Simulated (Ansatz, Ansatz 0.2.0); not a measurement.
# Ni–Ge and Ni–Ni distances in SrNiGe: a log of cell relaxations

*A beginner's notebook, kept as written. Several of its settings and conclusions are unsound; a review follows at the end.*

## Experiment

The measured values come from "From one to three dimensions - corrugated 1D-NiGe ribbons as building block in alkaline-earth metal Ae-Ni-Ge phases. Crystal structure and chemical bonding in AeNiGe (Ae - Mg, Sr, Ba)" (2012, arXiv:1210.7613). SrNiGe is orthorhombic, space group Pnma, with nickel and germanium joined into ribbons. The bond lengths were found by single-crystal X-ray diffraction at room temperature on a needle-like crystal. Within the ribbon the source lists two equal short Ni–Ge bonds of 2.307 Å, a single longer one of 2.387 Å, and Ni–Ni contacts of 2.586 Å. The lattice constants are from X-ray diffraction on a sample melted by induction in a sealed tantalum tube. The uncertainties are a few thousandths of an ångström at most.

| compared with | measured | source's wording or label | T (K) | method |
| --- | --- | --- | --- | --- |
| Ni–Ge distance 1 (Å) | 2.307 ± 0.001 | 2.307 ± 0.001 A | room temperature | single-crystal X-ray diffraction |
| Ni–Ge distance 2 (Å) | 2.387 ± 0.001 | 2.387 ± 0.001 A | room temperature | single-crystal X-ray diffraction |
| Ni–Ni distance 1 (Å) | 2.586 ± 0.002 | 2.586 ± 0.002 A | room temperature | single-crystal X-ray diffraction |
| a (Å) | 5.727 ± 0.001 | 5.727 ± 0.001 A | room temperature | X-ray diffraction |
| b (Å) | 4.174 ± 0.001 | 4.174 ± 0.001 A | room temperature | X-ray diffraction |
| c (Å) | 11.4 | 11.4 ± 0.003 A | room temperature | X-ray diffraction |

Conditions are those given with the value in the passage it was taken from; "not stated" means there, and the paper may say more elsewhere. The values are a selection: others may have been left out beforehand as unlike or outlying.

## Plan

I want to get the three distances in the ribbon and the lattice constants $a$, $b$ and $c$ out of a relaxation in Ansatz. The model is the cell with 12 atoms from the Crystallography Open Database, and both the cell and the atoms are allowed to move.

My target is to land inside the experimental error bars, so 0.001 Å for the Ni–Ge bonds and 0.002 Å for Ni–Ni. If the experiment can be that exact, a calculation should be too. I will use PBEsol because I have read that it is meant for solids. If the numbers are off I will change settings until they fit.

System: SrNiGe, orthorhombic anti-SnFCl type; Pnma (No. 62), 12 atoms in the primitive cell; the database structure is a diffraction structure: a = 5.727 Å, b = 4.174 Å, c = 11.400 Å; structure from the Crystallography Open Database.

On the selection of runs and values: Further runs on this system are not shown.

## 1. First relaxation with one k point

I start with PBEsol, the default cutoff and a 1x1x1 k mesh. Twelve atoms seems like a big cell to me, and I have read that big cells need few k points. The atoms are all in the cell anyway, so I don't see what more points would add to a bond length. I expect the distances to come out close to the measured ones straight away.

**Run 1.** Ansatz 0.2.0: PBEsol, cell and atoms relaxed from the database structure, PAW set soft_2, cutoff 420 eV (default), 1x1x1 k mesh, Gaussian smearing 0.1 eV.

Key lines of the input:
```
crystal:
  # lattice and atoms
kpoints:
  mp_grid: { grid: [1, 1, 1] }
hamiltonian:
  xc: pbesol
scf:
  occupations: { method: gaussian, width: 0.1 }
output:
  forces: true
  stress: true
relax:
  adjacent_minimum: "off"
  f_tol: 0.005
  max_steps: 30
  cell: { stress_tol: 0.03 }
```

Command:
```
ansatz run input.yaml --threads 4 --pin off --max-ram 16384MiB --backend cpu --events-out ev --progress --plain --runs-dir out
```

Selected lines of the output:
```
Basis set: ecut = 420 eV, 4227 PW (Γ) [...]
k-points: 1
SCF iter  10: F=—  HF=-54208.307543 eV  |F-HF|=—  |Δ(HF+E_count)|=   5.93e-9  Δρ=9.93e-7  dr2=1.58e-9  [...]
SCF iter  11: F=—  HF=-54208.307543 eV  |F-HF|=—  |Δ(HF+E_count)|=  2.91e-10  Δρ=1.75e-7  dr2=6.24e-11  [...]
SCF iter  12: F=-54208.307543 eV  HF=-54208.307543 eV  |F-HF|=7.28e-12  |Δ(HF+E_count)|=  1.46e-11  Δρ=4.58e-8  dr2=3.69e-12  [...]
relax step  28: F+E_penalty+E_count = -54208.08446674 eV  [...]  max|allowed force component| = 3.816e-1 eV/Å  [...]  P = -0.310 GPa  Ω = 215.764 Å³  [...]
relax step  29: F+E_penalty+E_count = -54208.41441803 eV  [...]  max|allowed force component| = 2.064e-1 eV/Å  [...]  P = +0.121 GPa  Ω = 208.481 Å³  [...]
relax step  30: F+E_penalty+E_count = -54208.30754286 eV  [...]  max|allowed force component| = 7.979e-1 eV/Å  [...]  P = -2.782 GPa  Ω = 215.030 Å³  [...]
variable-cell relaxation did not converge after 30 `relax_step` rows, as none of its last 1 fresh-basis SCF(s) at a relaxed cell met both thresholds with a finite energy. The last misses [...]
```

Not converged; 39 s on 4 cores of Arm Neoverse V1, shared host.

The run stopped after 30 steps without converging, so I have no distances to compare. The electronic part looks fine to me, because the energy in the last SCF cycle hardly changes any more. So the k point is good enough and the trouble must be in the relaxer of the program. At the last step there is still a force of 0.798 eV/Å, and it is larger than one step before. The volume is 215.030 Å³, and the step before had 208.481 Å³, so the program just goes back and forth. I think it squeezed the cell too much at the beginning and then couldn't find the way out.

## 2. A larger starting cell and fewer steps

If the relaxer squeezes the cell, I should give it more room at the start. I make the lattice vectors 1.04 times as long and allow only two ionic steps, so that it has no time to wander off. I also type a 6x8x4 k mesh, since the first run was quick and I can afford it, but I don't expect that to matter for the distances. The cell should shrink a little from the large side and stop near the measured one.

**Run 2.** Ansatz 0.2.0: PBEsol, cell and atoms relaxed from the database structure, PAW set soft_2, cutoff 420 eV (default), 6x8x4 k mesh, Gaussian smearing 0.1 eV; started from lattice vectors 1.04 times the database's, at most 2 ionic steps.

Key lines of the input, as changed from run 1:
```diff
  crystal:
-   # lattice and atoms
+   lattice:
+     - [5.955872, 0.0, 0.0]
+     - [0.0, 4.341168, 0.0]
+     - [0.0, 0.0, 11.856]
+   # atoms
  kpoints:
-   mp_grid: { grid: [1, 1, 1] }
+   mp_grid: { grid: [6, 8, 4] }
  relax:
-   max_steps: 30
+   max_steps: 2
```

Selected lines of the output:
```
Basis set: ecut = 420 eV, 5215 PW (Γ) [...]
k-points: 60 of 192
SCF iter  11: F=—  HF=-54209.069534 eV  |F-HF|=—  |Δ(HF+E_count)|=  6.91e-10  Δρ=3.81e-7  dr2=5.36e-10  [...]
SCF iter  12: F=—  HF=-54209.069534 eV  |F-HF|=—  |Δ(HF+E_count)|=  7.28e-12  Δρ=1.18e-7  dr2=7.67e-11  [...]
SCF iter  13: F=-54209.069534 eV  HF=-54209.069534 eV  |F-HF|=1.46e-11  |Δ(HF+E_count)|=  3.64e-11  Δρ=4.21e-8  dr2=8.81e-12  [...]
relax step   1: F+E_penalty+E_count = -54207.90516974 eV  [...]  max|allowed force component| = 8.297e-1 eV/Å  [...]  P = -7.851 GPa  Ω = 306.542 Å³  (9 SCF iters, dr2 threshold 1.00e-7 eV [...]
relax step   2: F+E_penalty+E_count = -54209.06953429 eV  [...]  max|allowed force component| = 3.484e-1 eV/Å  [...]  P = -2.428 GPa  Ω = 269.750 Å³  [...]
variable-cell relaxation did not converge after 2 steps: max|allowed force component| = 3.48e-1 eV/Å (threshold 5.0e-3), largest principal stress residual = 3.23e0 GPa on the free part of [...]
```

Not converged; took 93 s.

This one did not converge either. The volume went from 306.542 to 269.750 Å³ in two steps and the energy fell by about 1.2 eV, but a force of 0.348 eV/Å is left. I have now tried a small k mesh and a large one, a normal start and a stretched one, and neither run finished. What both have in common is PBEsol, so I conclude that PBEsol does not work for this compound, probably because of the nickel.

## 3. BLYP instead of PBEsol

I change the functional to BLYP. I have seen the name in many papers on molecules, and the ribbon is held together by bonds like a molecule, so it should suit bond lengths. I go back to the database cell, because stretching it did not help, and keep the 6x8x4 mesh. I expect this run to converge and to give the Ni–Ge bonds within my 0.001 Å.

**Run 3.** Ansatz 0.2.0: BLYP, cell and atoms relaxed from the database structure, PAW set soft_2, cutoff 420 eV (default), 6x8x4 k mesh, Gaussian smearing 0.1 eV.

Key lines of the input, as changed from run 1:
```diff
  kpoints:
-   mp_grid: { grid: [1, 1, 1] }
+   mp_grid: { grid: [6, 8, 4] }
  hamiltonian:
-   xc: pbesol
+   xc: blyp
  relax:
-   max_steps: 30
+   max_steps: 60
```

Selected lines of the output:
```
relax step   6: F+E_penalty+E_count = -54847.18032198 eV  [...]  max|allowed force component| = 3.307e-3 eV/Å  [...]  P = -0.001 GPa  Ω = 289.793 Å³  [...]
relax step   7: F+E_penalty+E_count = -54847.18348666 eV  [...]  max|allowed force component| = 3.344e-3 eV/Å  [...]  P = +0.013 GPa  Ω = 289.793 Å³  [...]
```

Converged; took 4 min.

| quantity | run 3 | measured | deviation |
| --- | --- | --- | --- |
| Ni–Ge distance 1 (Å) | 2.342 | 2.307 ± 0.001 | +0.035 (+1.5 %) |
| Ni–Ge distance 2 (Å) | 2.430 | 2.387 ± 0.001 | +0.043 (+1.8 %) |
| Ni–Ni distance 1 (Å) | 2.647 | 2.586 ± 0.002 | +0.061 (+2.4 %) |
| a (Å) | 5.886 | 5.727 ± 0.001 | +0.159 (+2.8 %) |
| b (Å) | 4.248 | 4.174 ± 0.001 | +0.074 (+1.8 %) |
| c (Å) | 11.588 | 11.4 | +0.188 (+1.7 %) |

BLYP converged after a few steps, so I was right that PBEsol was the problem. All six numbers are too large, though. The short Ni–Ge bond is 2.342 Å instead of 2.307 Å, and $a$ is off by 0.159 Å. That is far outside my target. Since the run converged and the last pressure is only 0.013 GPa, I take the functional as settled. Something must be missing that pulls the atoms together.

## 4. BLYP with a dispersion correction

I have read that D3 adds an attraction between atoms that the functional leaves out. The cell is too big, so more attraction is what I need. I keep BLYP and switch on D3(BJ). I expect the cell to shrink by the missing two per cent or so and the three distances to fall on the measured ones.

**Run 4.** Ansatz 0.2.0: BLYP+D3(BJ), cell and atoms relaxed from the database structure, PAW set soft_2, cutoff 420 eV (default), 6x8x4 k mesh, Gaussian smearing 0.1 eV.

Key lines of the input, as changed from run 3:
```diff
  hamiltonian:
+   dispersion: d3bj
```

Selected lines of the output:
```
relax step   5: F+E_penalty+E_count = -54856.30528296 eV  [...]  max|allowed force component| = 3.316e-3 eV/Å  [...]  P = -0.008 GPa  Ω = 258.857 Å³  [...]
relax step   6: F+E_penalty+E_count = -54856.30318195 eV  [...]  max|allowed force component| = 3.293e-3 eV/Å  [...]  P = -0.009 GPa  Ω = 258.857 Å³  [...]
```

Converged; took 3.5 min.

| quantity | run 4 | measured | deviation |
| --- | --- | --- | --- |
| Ni–Ge distance 1 (Å) | 2.316 | 2.307 ± 0.001 | +0.009 (+0.4 %) |
| Ni–Ge distance 2 (Å) | 2.416 | 2.387 ± 0.001 | +0.029 (+1.2 %) |
| Ni–Ni distance 1 (Å) | 2.580 | 2.586 ± 0.002 | −0.006 (−0.2 %) |
| a (Å) | 5.589 | 5.727 ± 0.001 | −0.138 (−2.4 %) |
| b (Å) | 4.146 | 4.174 ± 0.001 | −0.028 (−0.7 %) |
| c (Å) | 11.170 | 11.4 | −0.230 (−2.0 %) |

The distances in the ribbon are much better now. The short Ni–Ge bond is 2.316 Å, only 0.009 Å too long, and Ni–Ni is 0.006 Å too short. But the cell has shrunk too far: $a$ is 0.138 Å too small and $c$ is 0.230 Å too small. If the bonds are nearly right, the cell should be right too, because it is made of the bonds. So I suspect the measured lattice constants. They come from the sample melted in the tantalum tube and the bonds come from the needle, and perhaps some tantalum got into the melt and made the cell bigger.

## 5. A negative charge for the ribbons

The long Ni–Ge bond is still 0.029 Å off, and I think I know why. Strontium gives its electrons away, so the NiGe ribbons must be negative, and I have never told the program about any charge. I set the total charge to -1. That may also be what PBEsol was lacking with the nickel, so I go back to PBEsol for this run, without D3. I expect it to converge this time and the long bond to come out right.

**Run 5.** Ansatz 0.2.0: PBEsol, cell and atoms relaxed from the database structure, PAW set soft_2, cutoff 420 eV (default), 6x8x4 k mesh, Gaussian smearing 0.1 eV; total charge -1.

Key lines of the input, as changed from run 1:
```diff
+ total_charge: -1
  kpoints:
-   mp_grid: { grid: [1, 1, 1] }
+   mp_grid: { grid: [6, 8, 4] }
  scf:
+   max_iter: 60
```

Selected lines of the output:
```
relax step   7: F+E_penalty+E_count = -54197.79940367 eV  [...]  max|allowed force component| = 1.201e-3 eV/Å  [...]  P = +0.003 GPa  Ω = 246.089 Å³  [...]
relax step   8: F+E_penalty+E_count = -54197.79549996 eV  [...]  max|allowed force component| = 1.260e-3 eV/Å  [...]  P = +0.011 GPa  Ω = 246.089 Å³  [...]
```

Converged; took 4.6 min.

| quantity | run 5 | measured | deviation |
| --- | --- | --- | --- |
| Ni–Ge distance 1 (Å) | 2.279 | 2.307 ± 0.001 | −0.028 (−1.2 %) |
| Ni–Ge distance 2 (Å) | 2.371 | 2.387 ± 0.001 | −0.016 (−0.7 %) |
| Ni–Ni distance 1 (Å) | 2.534 | 2.586 ± 0.002 | −0.052 (−2.0 %) |
| a (Å) | 5.465 | 5.727 ± 0.001 | −0.262 (−4.6 %) |
| b (Å) | 4.078 | 4.174 ± 0.001 | −0.096 (−2.3 %) |
| c (Å) | 11.042 | 11.4 | −0.358 (−3.1 %) |

PBEsol converged this time, so the missing charge was what had stopped it before. The long Ni–Ge bond also improved: it is 2.371 Å, which is 0.016 Å too short, where BLYP with D3 was 0.029 Å too long. The rest got worse. Ni–Ni is 0.052 Å too short and $a$ is 0.262 Å too small, the largest miss in $a$ so far. I think the extra electron pulls the nickel and germanium together, and a whole electron is too much of it.

## 6. PBEsol without the charge, cutoff 500

I take the charge out again and stay with PBEsol. Without it the run may get stuck as before, so I want to help it with a better basis. I have read that a higher cutoff is always more accurate, and I write `cutoff: 500` into the input. I expect the cell to grow back towards the measured one, with the long bond staying about where it is.

**Run 6.** Ansatz 0.2.0: PBEsol, cell and atoms relaxed from the database structure, cutoff left to the files' default, 6x8x4 k mesh, Gaussian smearing 0.1 eV; cutoff typed as cutoff: 500.

Key lines of the input, as changed from run 3:
```diff
  hamiltonian:
-   xc: blyp
+   xc: pbesol
+ basis:
+   cutoff: 500
```

Selected lines of the output:
```
Error: YAML parse error: error: line 35 column 3: unknown field `cutoff`, expected one of ecutwfc, ecutrho_ratio, smooth_cutoff_half_width, xc_grid, low_memory, fft_grid_basis, precision [...]
  --> <input>:35:3
   |
33 |   cell: { stress_tol: 0.03 }
34 | basis:
35 |   cutoff: 500
   |   ^ unknown field `cutoff`, expected one of ecutwfc, ecutrho_ratio, smooth_cutoff_half_width, xc_gri
```

Input refused; 4 cores of Arm Neoverse V1, shared host.

The program refused the input and nothing was calculated. The error points to the line with `cutoff: 500`. I take this to mean that 500 is too high for these PAW files and that the program only accepts its own default of 420 eV. In that case the basis is already as good as it can be, and the cutoff can't be the reason for my deviations.

So I have no distances from PBEsol without the charge. I still believe it would have got stuck without the extra electron, and a better basis can't be used to help it. I leave PBEsol there and stop the calculations.

## Summary of runs

| run | settings | Ni–Ge distance 1 (Å) | Ni–Ge distance 2 (Å) | Ni–Ni distance 1 (Å) | a (Å) | b (Å) | c (Å) | mean abs. dev. of these columns (%) | cost | status |
| --- | --- | --- | --- | --- | --- | --- | --- | --- | --- | --- |
| 1 | PBEsol, PAW set soft_2, cutoff 420 eV (default), 1x1x1 k mesh | – | – | – | – | – | – |  | 2.6 core-min | not converged |
| 2 | PBEsol, PAW set soft_2, cutoff 420 eV (default), 6x8x4 k mesh, started from lattice vectors 1.04 times the database's, at most 2 ionic steps | – | – | – | – | – | – |  | 6.2 core-min | not converged |
| 3 | BLYP, PAW set soft_2, cutoff 420 eV (default), 6x8x4 k mesh | 2.342 | 2.430 | 2.647 | 5.886 | 4.248 | 11.588 | 2.0 | 16 core-min |  |
| 4 | BLYP+D3(BJ), PAW set soft_2, cutoff 420 eV (default), 6x8x4 k mesh | 2.316 | 2.416 | 2.580 | 5.589 | 4.146 | 11.170 | 1.2 | 14 core-min |  |
| 5 | PBEsol, PAW set soft_2, cutoff 420 eV (default), 6x8x4 k mesh, total charge -1 | 2.279 | 2.371 | 2.534 | 5.465 | 4.078 | 11.042 | 2.3 | 19 core-min |  |
| 6 | PBEsol, cutoff left to the files' default, 6x8x4 k mesh, cutoff typed as cutoff: 500 | – | – | – | – | – | – |  | – | input refused |
|  | measured | 2.307 ± 0.001 | 2.387 ± 0.001 | 2.586 ± 0.002 | 5.727 ± 0.001 | 4.174 ± 0.001 | 11.4 |  |  |  |

## Where I got to

I did not reach my target of 0.001 Å for the Ni–Ge bonds and 0.002 Å for Ni–Ni with any run. Three of the six runs gave distances, and I settle on BLYP with D3, because its mean deviation of 1.2 % is the smallest in the table. It gives 2.316 and 2.416 Å for the two Ni–Ge bonds and 2.580 Å for Ni–Ni.

The lattice constants don't fit, with $a$ at 5.589 Å against the measured 5.727 Å. I still think that this comes from the melted sample and its tantalum tube, so I will use the bonds from this run and leave the cell out of my comparison.

For PBEsol I note that it needs a charge of -1 to converge for this compound, and that the cell then comes out too small. The cutoff can't be raised above the default, so I see nothing left to improve there. I don't really understand why the long Ni–Ge bond stays 0.029 Å too long with BLYP and D3 when the short one is nearly right. Perhaps the ribbon needs a smaller charge than a whole electron, but I am leaving it here.

## Reviewer's comments

Further runs made for the review:

| reviewer's run | settings | Ni–Ge distance 1 (Å) | Ni–Ge distance 2 (Å) | Ni–Ni distance 1 (Å) | a (Å) | b (Å) | c (Å) | mean abs. dev. of these columns (%) | cost |
| --- | --- | --- | --- | --- | --- | --- | --- | --- | --- |
| R1 | PBEsol, PAW set soft_2, cutoff 420 eV (default), 6x8x4 k mesh | 2.290 | 2.361 | 2.546 | 5.620 | 4.127 | 11.268 | 1.3 | 16 core-min |
| R2 | PBEsol, PAW set soft_2, cutoff 590 eV, 6x8x4 k mesh | 2.290 | 2.361 | 2.546 | 5.620 | 4.127 | 11.268 | 1.3 | 27 core-min |
| R3 | PBEsol, PAW set soft_2, cutoff 420 eV (default), 8x10x4 k mesh | 2.288 | 2.362 | 2.550 | 5.618 | 4.133 | 11.262 | 1.2 | 23 core-min |
|  | measured | 2.307 ± 0.001 | 2.387 ± 0.001 | 2.586 ± 0.002 | 5.727 ± 0.001 | 4.174 ± 0.001 | 11.4 |  |  |

PBEsol was a sensible choice, but the target was not. The diffraction error bars describe the measurement, whereas functionals commonly miss bond lengths by roughly one per cent. Changing settings until the numbers fit only invites cancelling errors.

Run 1 used one k point for a metal whose cell is small. A settled SCF energy says nothing about the k mesh, and the collapse in volume was the warning. The relaxer was not at fault: with a 6x8x4 mesh, uncharged PBEsol converges (R1) for 16 core-minutes.

Run 2 had the better mesh, but was stopped after two steps from a stretched cell while energy and volume were still falling. It needed the database cell and more steps. The two failures had separate causes, and neither was PBEsol.

Run 3 therefore doesn't show that BLYP cured anything, since the mesh had also changed since run 1, and the start and step limit since run 2. Convergence doesn't validate a functional either. BLYP was made with molecules in mind and tends to give solids that are too large, so the excess need not be missing dispersion.

In run 4, D3 turned an error in $a$ of +2.8 % into −2.4 %. The good Ni–Ni distance inside so small a cell is most likely a cancellation of errors. Good bonds don't guarantee a good cell, which also contains the spaces between the ribbons. Nothing supports tantalum contamination: the database structure, with the measured lattice constants, gives 2.308, 2.390 and 2.588 Å, in line with the measured bonds. Diffraction bond lengths follow from the atomic coordinates and the lattice constants together, so the bonds cannot be kept while the cell is thrown out.

Run 5 misunderstands charge. Strontium can give electrons to the ribbons while the crystal stays neutral, and the calculation finds that transfer itself. An added electron with a uniform background makes the pressure, and hence the relaxed cell, meaningless. Against R1, it shortens $a$ from 5.620 to 5.465 Å, yet lengthens the long Ni–Ge bond from 2.361 to 2.371 Å, so it doesn't simply pull nickel and germanium together. That bond's closer agreement is chance, and a smaller charge is no remedy.

Run 6 failed because `cutoff` is an unknown keyword; the message offers `ecutwfc`. The value was not too high: 590 eV works and reproduces every R1 length for 27 core-minutes (R2). The default was indeed adequate, but the refusal didn't show it.

The final ranking has no force. BLYP with D3 averages 1.2 %, as does PBEsol on a denser 8x10x4 mesh (R3), which moves no R1 length by more than 0.006 Å. The same mesh test for BLYP is not shown in this report. Leaving out the cell merely hides the chosen run's largest errors.

Sound PBEsol matches the measurement moderately well: in R1 the Ni–Ge bonds are 0.017 and 0.026 Å short, Ni–Ni is 0.040 Å short, and $a$, at 5.620 against 5.727 Å, is about 1.9 % short. Thermal expansion, absent from the calculation, probably explains a small part. The rest is most likely functional error, since plain BLYP errs to the long side and PBEsol to the short side of every measured length; the effect of magnetism is not shown in this report. As the measured cell seems to be the only determination, an independent low-temperature measurement would help; $a$ has the largest relative error with BLYP, BLYP with D3 and PBEsol alike, which suggests, without proving it, that this axis is the one most sensitive to the functional.

[Logs are printed without paths, hosts, clocks, repeated set-up lines and the standing remarks that a program may print on its own settings, such as how far it seeks lower states.]

[The runs shown are a pick from a larger set of finished runs; failed, doubtful and other runs were left out of it ahead of writing. So were measured values far from every level or from commonly accepted values, and agreement can look better than it is. Lines of input and output are excerpts and may be shortened.]
